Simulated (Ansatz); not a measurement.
# TiAl: shifting one sublattice

The task, for TiAl: map the energy as every Ti atom is pushed off its site.

Program: Ansatz 0.2.0. Level of theory: DFT PBEsol, scalar-relativistic, plane waves, PAW. These are calculated values, not measurements.

### Step 1. Starting point

Symmetry: Pm-3m, No. 221, cubic system. The conventional cell has a = 3.179 Å, b = 3.179 Å, c = 3.179 Å, α = 90.00°, β = 90.00°, γ = 90.00°. Around Ti (site symmetry m-3m) lie 8 Al at 2.75 Å. Al (site symmetry m-3m) has 8 Ti at 2.75 Å as nearest neighbours.

Structure file:

```
Ti Al
1.0
     3.17906    0.00000    0.00000
     0.00000    3.17906    0.00000
     0.00000    0.00000    3.17906
Ti Al
1 1
Direct
  0.00000 0.00000 0.00000
  0.50000 0.50000 0.50000
```

It goes back to an entry of the Materials Project, which need not be the stable form.

The cell is taken as given, not relaxed at this level.

### Step 2. Next: shifting one sublattice

Every Ti atom is moved by x along the Cartesian unit vector (0.000, 0.000, 1.000); the cell and all other atoms stay fixed. Forces below are components along that vector, summed over the moved atoms.

### Step 3. At x = -0.100 Å

File input.yaml:

```yaml
crystal:
  lattice:
    - [3.179064, 0.0, 0.0]
    - [0.0, 3.179064, 0.0]
    - [0.0, 0.0, 3.179064]
  atoms:
    - { symbol: Ti, position: [0.0, 0.0, -0.0314557996] }
    - { symbol: Al, position: [0.5, 0.5, 0.5] }
basis:
  ecutwfc: 420
kpoints:
  mp_grid: { grid: [16, 16, 16] }
hamiltonian:
  xc: pbesol
scf:
  occupations: { method: gaussian, width: 0.15 }
output:
  forces: true
  stress: true
  eigenvalues: true
```

Started as:

```console
> ansatz run input.yaml --threads 1 --pin off --max-ram 1228MiB --backend cpu --events-out ev --progress --plain --runs-dir out
```

The program printed, shortened:

```text
Warning: RAYON_NUM_THREADS=1 ignored (pool sized by the plan → 1); use --threads N
[...]
Pseudopotentials: kind: paw
Pseudopotential: Ti, paw, valence charge 12, recommended cutoff 420 eV (normal), Ti.paw.azcp
Pseudopotential: Al, paw, valence charge 3, recommended cutoff 420 eV (normal), Al.paw.azcp
Functional definition: PBEsol
[...]
Crystal: 2 atoms, lattice volume = 32.129 Å³
Basis set: ecut = 420 eV, 619 PW (Γ), exchange–correlation on 48×48×48 points (8 copies of the dense FFT grid, shifted against one another)
Bands: 12, of which v1, the nominal top of the filled ones, is band 8 counted from 1 (7 counted from 0)
Symmetry: 8 space group operations
Space group: P4mm (ITA 99), of the structure as read, at distance tolerance 3.2e-5 Å
k-points: 405 of 4096 (time reversal used)
[...]
SCF iter   1: F=—  HF=-2998.965269 eV  |F-HF|=—  |Δ(HF+E_count)|=         —  Δρ=4.89e-3  dr2=1.16e-2  ethr=1.77e-3  ⟨swp⟩=5.0  Hψ=25142  notcnv=0
[...]
SCF iter   6: F=-2998.961748 eV  HF=-2998.961748 eV  |F-HF|=1.22e-9  |Δ(HF+E_count)|=   9.49e-8  Δρ=3.83e-6  dr2=1.90e-9  ethr=6.67e-10  ⟨swp⟩=5.2  Hψ=20773  notcnv=0
[...]
SCF converged after 6 iterations
Free energy (F): -2998.961748 eV
[...]
E sigma→0 (E₀):  -2998.947474 eV
Entropy (-TS):   -0.028548 eV (-14.274 meV/atom)
Fermi energy:    11.343481 eV
[...]
--- Forces (eV/Å), atoms counted from 1 ---
  atom   1  Ti    -0.00000000     0.00000000     0.61612460
  atom   2  Al     0.00000000     0.00000000    -0.61611802
[...]
--- Stress (GPa, compression-positive) ---
       -1.858893       0.000000      -0.000000
        0.000000      -1.858893       0.000000
       -0.000000       0.000000      -2.306244
  P = ⅓ Tr σ = -2.0080 GPa (-20.080 kbar)
--- Band table (eV; the first three rows and the last of 405) ---
  k-point 0: bands = ["-45.2868", "-21.5990", "-21.5990", "-21.5977", "2.0943", "9.9028", "9.9043", "13.1338", "13.1379", "13.1379", "15.7715", "15.7715"]
[...]
```

It took 6.1 s on 1 thread of an x86-64 CPU, shared host; peak memory 0.61 GiB.

### Step 4. At x = 0.075 Å

Changes to input.yaml since step 3:

```diff
@@ -6,3 +6,3 @@
   atoms:
-    - { symbol: Ti, position: [0.0, 0.0, -0.0314557996] }
+    - { symbol: Ti, position: [0.0, 0.0, 0.0235918497] }
     - { symbol: Al, position: [0.5, 0.5, 0.5] }
```

Started as:

```console
> ansatz run input.yaml --threads 1 --pin off --max-ram 1228MiB --backend cpu --events-out ev --progress --plain --runs-dir out
```

The program printed, shortened:

```text
Warning: RAYON_NUM_THREADS=1 ignored (pool sized by the plan → 1); use --threads N
[...]
[... 4 set-up lines as earlier in the session ...]
[...]
Crystal: 2 atoms, lattice volume = 32.129 Å³
Basis set: ecut = 420 eV, 619 PW (Γ), exchange–correlation on 48×48×48 points (8 copies of the dense FFT grid, shifted against one another)
Bands: 12, of which v1, the nominal top of the filled ones, is band 8 counted from 1 (7 counted from 0)
[... 2 set-up lines as earlier in the session ...]
k-points: 405 of 4096 (time reversal used)
[...]
SCF iter   1: F=—  HF=-2998.978787 eV  |F-HF|=—  |Δ(HF+E_count)|=         —  Δρ=4.93e-3  dr2=1.18e-2  ethr=1.77e-3  ⟨swp⟩=5.0  Hψ=25114  notcnv=0
[...]
SCF iter   6: F=-2998.975230 eV  HF=-2998.975230 eV  |F-HF|=1.03e-9  |Δ(HF+E_count)|=   6.53e-8  Δρ=3.68e-6  dr2=1.77e-9  ethr=6.67e-10  ⟨swp⟩=4.8  Hψ=17567  notcnv=0
[...]
SCF converged after 6 iterations
Free energy (F): -2998.975230 eV
[...]
E sigma→0 (E₀):  -2998.960978 eV
Entropy (-TS):   -0.028503 eV (-14.252 meV/atom)
Fermi energy:    11.346211 eV
[...]
--- Forces (eV/Å), atoms counted from 1 ---
  atom   1  Ti     0.00000000     0.00000000    -0.46240435
  atom   2  Al    -0.00000000     0.00000000     0.46239745
[...]
--- Stress (GPa, compression-positive) ---
       -2.097840       0.000000      -0.000000
        0.000000      -2.097840       0.000000
       -0.000000       0.000000      -2.348678
  P = ⅓ Tr σ = -2.1815 GPa (-21.815 kbar)
--- Band table (eV; the first three rows and the last of 405) ---
  k-point 0: bands = ["-45.2870", "-21.5986", "-21.5986", "-21.5978", "2.0934", "9.9075", "9.9084", "13.1387", "13.1410", "13.1410", "15.7664", "15.7664"]
[...]
```

It took 5.9 s on 1 thread of an x86-64 CPU, shared host; peak memory 0.6 GiB.

### Step 5. x = -0.050 Å

Changes to input.yaml since step 4:

```diff
@@ -6,3 +6,3 @@
   atoms:
-    - { symbol: Ti, position: [0.0, 0.0, 0.0235918497] }
+    - { symbol: Ti, position: [0.0, 0.0, -0.0157278998] }
     - { symbol: Al, position: [0.5, 0.5, 0.5] }
```

Started as:

```console
> ansatz run input.yaml --threads 1 --pin off --max-ram 1228MiB --backend cpu --events-out ev --progress --plain --runs-dir out
```

The program printed, shortened:

```text
Warning: RAYON_NUM_THREADS=1 ignored (pool sized by the plan → 1); use --threads N
[...]
[... 4 set-up lines as earlier in the session ...]
[...]
Crystal: 2 atoms, lattice volume = 32.129 Å³
Basis set: ecut = 420 eV, 619 PW (Γ), exchange–correlation on 48×48×48 points (8 copies of the dense FFT grid, shifted against one another)
Bands: 12, of which v1, the nominal top of the filled ones, is band 8 counted from 1 (7 counted from 0)
[... 2 set-up lines as earlier in the session ...]
k-points: 405 of 4096 (time reversal used)
[...]
SCF iter   1: F=—  HF=-2998.988470 eV  |F-HF|=—  |Δ(HF+E_count)|=         —  Δρ=4.96e-3  dr2=1.19e-2  ethr=1.77e-3  ⟨swp⟩=5.0  Hψ=25161  notcnv=0
[...]
SCF iter   6: F=-2998.984866 eV  HF=-2998.984866 eV  |F-HF|=3.27e-10  |Δ(HF+E_count)|=   3.32e-8  Δρ=3.34e-6  dr2=1.80e-9  ethr=6.67e-10  ⟨swp⟩=4.2  Hψ=14690  notcnv=0
[...]
SCF converged after 6 iterations
Free energy (F): -2998.984866 eV
[...]
E sigma→0 (E₀):  -2998.970631 eV
Entropy (-TS):   -0.028470 eV (-14.235 meV/atom)
Fermi energy:    11.348156 eV
[...]
--- Forces (eV/Å), atoms counted from 1 ---
  atom   1  Ti    -0.00000000     0.00000000     0.30840613
  atom   2  Al     0.00000000     0.00000000    -0.30839851
[...]
--- Stress (GPa, compression-positive) ---
       -2.268450       0.000000      -0.000000
        0.000000      -2.268450       0.000000
       -0.000000       0.000000      -2.379664
  P = ⅓ Tr σ = -2.3055 GPa (-23.055 kbar)
--- Band table (eV; the first three rows and the last of 405) ---
  k-point 0: bands = ["-45.2872", "-21.5983", "-21.5983", "-21.5980", "2.0927", "9.9109", "9.9113", "13.1422", "13.1432", "13.1432", "15.7626", "15.7626"]
[...]
```

Run time: 5.9 s. Hardware: 1 thread of an x86-64 CPU, shared host; peak memory 0.6 GiB.

### Step 6. Point x = 0.025 Å

Changes to input.yaml since step 5:

```diff
@@ -6,3 +6,3 @@
   atoms:
-    - { symbol: Ti, position: [0.0, 0.0, -0.0157278998] }
+    - { symbol: Ti, position: [0.0, 0.0, 0.0078639499] }
     - { symbol: Al, position: [0.5, 0.5, 0.5] }
```

Started as:

```console
> ansatz run input.yaml --threads 1 --pin off --max-ram 1228MiB --backend cpu --events-out ev --progress --plain --runs-dir out
```

The program printed, shortened:

```text
Warning: RAYON_NUM_THREADS=1 ignored (pool sized by the plan → 1); use --threads N
[...]
[... 4 set-up lines as earlier in the session ...]
[...]
Crystal: 2 atoms, lattice volume = 32.129 Å³
Basis set: ecut = 420 eV, 619 PW (Γ), exchange–correlation on 48×48×48 points (8 copies of the dense FFT grid, shifted against one another)
Bands: 12, of which v1, the nominal top of the filled ones, is band 8 counted from 1 (7 counted from 0)
[... 2 set-up lines as earlier in the session ...]
k-points: 405 of 4096 (time reversal used)
[...]
the search or the solves at the SCF's close seem to have found levels that the self-consistency loop had missed (the run counts 2). By its estimate they hold under 1e-12 electrons; where the run keeps them, the occupations were computed again with them
[...]
SCF converged after 6 iterations
Free energy (F): -2998.990649 eV
[...]
E sigma→0 (E₀):  -2998.976424 eV
Entropy (-TS):   -0.028450 eV (-14.225 meV/atom)
Fermi energy:    11.349321 eV
[...]
--- Forces (eV/Å), atoms counted from 1 ---
  atom   1  Ti     0.00000000     0.00000000    -0.15423012
  atom   2  Al    -0.00000000     0.00000000     0.15421790
[...]
--- Stress (GPa, compression-positive) ---
       -2.370788       0.000000      -0.000000
        0.000000      -2.370788       0.000000
       -0.000000       0.000000      -2.398545
  P = ⅓ Tr σ = -2.3800 GPa (-23.800 kbar)
--- Band table (eV; the first three rows and the last of 405) ---
  k-point 0: bands = ["-45.2872", "-21.5981", "-21.5981", "-21.5980", "2.0923", "9.9130", "9.9131", "13.1444", "13.1446", "13.1446", "15.7604", "15.7604"]
[...]
```

It took 8.2 s on 1 thread of an x86-64 CPU, shared host; peak memory 0.61 GiB.

### Step 7. Results of the scan

Collected from the runs (energy zero: the undisturbed cell):

```csv
x (Å),ΔE (meV/cell),force on the moved atoms (eV/Å),pressure (GPa)
-0.100,30.8,0.616,-2.0
-0.050,7.7,0.308,-2.3
0.000,0.0,0.000,-2.4
0.025,1.9,-0.154,-2.4
0.075,17.3,-0.462,-2.2
```

### Step 8. Summary of results

```
                                                        quantity       value
force constant along x, from the points at -0.050, 0 and 0.025 Å  6.17 eV/Å²
```

**Reading.** The restoring force grows by 6.17 eV/Å per Å near the site. The undisturbed cell stays the lowest of the sampled points.
